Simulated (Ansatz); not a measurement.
A (110) slab of V (Im-3m (No. 229)), 6 planes, outer planes V (top) and V (bottom), with 6 atoms (V6) in a surface cell of A = 6.351 Å², as cut from the bulk:

```
V
1.0
     2.59550    0.00000    0.00000
    -0.86517    2.44706    0.00000
     0.00000    0.00000   25.59607
V
6
Direct
  0.50000 0.50000 0.29301
  0.00000 0.00000 0.37581
  0.50000 0.50000 0.45860
  0.00000 0.00000 0.54140
  0.50000 0.50000 0.62419
  0.00000 0.00000 0.70699
```

Method: Ansatz 0.2.0, DFT PBE, scalar-relativistic, plane waves, PAW. Settings: cutoff 420 eV, Γ-centred mesh 14×14×1 on the computed 6-atom cell, Gaussian smearing of 0.10 eV; no spin polarisation.

Against the same 6 atoms in the bulk, the slab as cut lies 1.992 eV higher and the relaxed slab 1.934 eV higher.

(1) Work out the surface energy before and after relaxation.

(2) What is the ideal work of this cut, per area?

## Answers

(1) The slab has two faces, so γ = (E_slab − N·E_bulk)/(2A), the mean of both. As cut: 1.992/(2 × 6.351) = 0.1568 eV/Å², and 1 eV/Å² = 16.02 J/m², so γ = 2.51 J/m². Relaxed: 1.934/(2 × 6.351) = 0.1523 eV/Å² = 2.44 J/m². Relaxation recovers 3 % of the cost of cutting.

(2) Griffith's ideal work is 2γ: 5.02 J/m² if the new faces stay rigid, 4.88 J/m² if they relax. One thickness was run, 6 planes, so γ can still shift with it.